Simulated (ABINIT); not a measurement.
## CuAu: single point with PBE

CuAu:

```
Au Cu
1.0
     2.85550    0.00000    0.00000
     0.00000    2.85550    0.00000
     0.00000    0.00000    3.67245
Au Cu
1 1
Direct
  0.00000 0.00000 0.00000
  0.50000 0.50000 0.50000
```

The cell isn't the ideal one: cell relaxed.

* Program: ABINIT 10.8.3 (patched build)
* Task: single point
* Functional: PBE
* Potentials or basis: Ansatz PAW PBE default generated set, frozen core
* Cutoff: 419 eV
* k mesh: 7 × 7 × 5
* Occupations: fermi-dirac, width 0.05 eV
* Spin: no spin polarisation

The pressure is -0.1 GPa. The band gap on the k mesh is none (metal or under the smearing width).

Levels at points of the mesh, in eV from the Fermi level:
```csv
k point,band 15,band 16,band 17,band 18,band 19,band 20,band 21,band 22,band 23
"(0.00, 0.00, 0.00)",-2.69,-2.05,-1.65,-1.44,-1.44,2.37,8.09,9.64,9.64
```

It took 35 s on 1 thread of Arm Neoverse V2, on a shared host, peak memory 0.21 GiB.

Caveat: the atomic spheres overlap. The run has no spin-orbit coupling, so splittings on Au are missing.
